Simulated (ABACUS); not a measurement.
**Ti under changes of volume**

One of the cells (17.676 Å³/atom); the others are scaled copies at fixed shape and fractional positions:

```
CELL_PARAMETERS angstrom
-1.64100 1.64100 1.64100
1.64100 -1.64100 1.64100
1.64100 1.64100 -1.64100
ATOMIC_POSITIONS crystal
Ti 0.00000 0.00000 0.00000
```

This isn't the form of Ti at room conditions, which is hcp.

```yaml
Program: ABACUS 3.10.1
Functional: PBE
Potentials_or_basis: PseudoDojo NC SR 0.4.1 PBE standard
Cutoff: 1143 eV
Density_cutoff: 4572 eV
Basis: plane waves
k_mesh: 11 × 11 × 11
Occupations: fermi-dirac, width 0.05 eV
Spin: no spin polarisation
```

| volume (Å³/atom) | energy over the lowest point (meV/atom) | pressure (GPa) |
| --- | --- | --- |
| 16.616 | 7.38 | 4.3 |
| 16.969 | 1.14 | 1.9 |
| 17.323 | 0.00 | -0.3 |
| 17.676 | 3.49 | -2.3 |
| 18.030 | 11.19 | -4.2 |
| 18.383 | ? | ? |
| 18.737 | 37.85 | -7.5 |

What does the run at 18.383 Å³/atom give?

Energy over the lowest point 22.75 meV/atom; pressure -5.9 GPa.

Worked out: A Birch-Murnaghan fit of order 3 (a polynomial in V^(-2/3)) to the other rows has its minimum at 17.23 Å³/atom with B0 = V·E''(V) = 105 GPa and B' = 3.5. It gives 22.75 meV/atom at 18.383 Å³/atom, against the run's 22.75, and -dE/dV = -6.1 GPa, against -5.9.

Energies are extrapolated to zero smearing.
